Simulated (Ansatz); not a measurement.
# CdS: pressure against volume

CdS, F-43m, a = 5.926 Å. This isn't the usual stable structure of the compound. Ansatz: PBE, PAW, 420 eV, Γ-centred 8×8×8 mesh on 2 atoms, Gaussian smearing 0.02 eV; no spin polarisation. Symmetry fixes shape and atoms, so the cell is only scaled; pressure is positive in compression.

| V (Å³/atom) | P (GPa) |
| --- | --- |
| 24.458 | 3.82 |
| 25.238 | ? |
| 26.019 | 0.01 |
| 26.799 | -1.47 |
| 27.580 | -2.72 |

Take V0 = 26.019 Å³/atom, count pressures from its P0 = 0.01 GPa, fit the third-order Birch–Murnaghan form to the other rows, and predict the missing pressure.

With the Eulerian strain f = ½[(V0/V)^(2/3) − 1] and y = (P − P0)/[3f(1 + 2f)^(5/2)], the form is the line y = B0 + 1.5 B0 (B0′ − 4) f. Rows (f, y): 0.02105, 54.4; -0.00975, 53.2; -0.01905, 52.6. Means f = -0.002583, y = 53.400; Σ(Δf)² = 0.0008810, ΣΔfΔy = 0.03824; the slope is their ratio. y = 53.51 + 43.40 f GPa, so B0 = 53.5 GPa and B0′ = 4 + 2 × (43.40)/(3 × 53.51) = 4.54. At V = 25.238, f = 0.01026, y = 53.96 and P = 1.76 GPa. The run gave 1.75 GPa, so the fit is 0.01 GPa too high, a small miss on the scale of the series.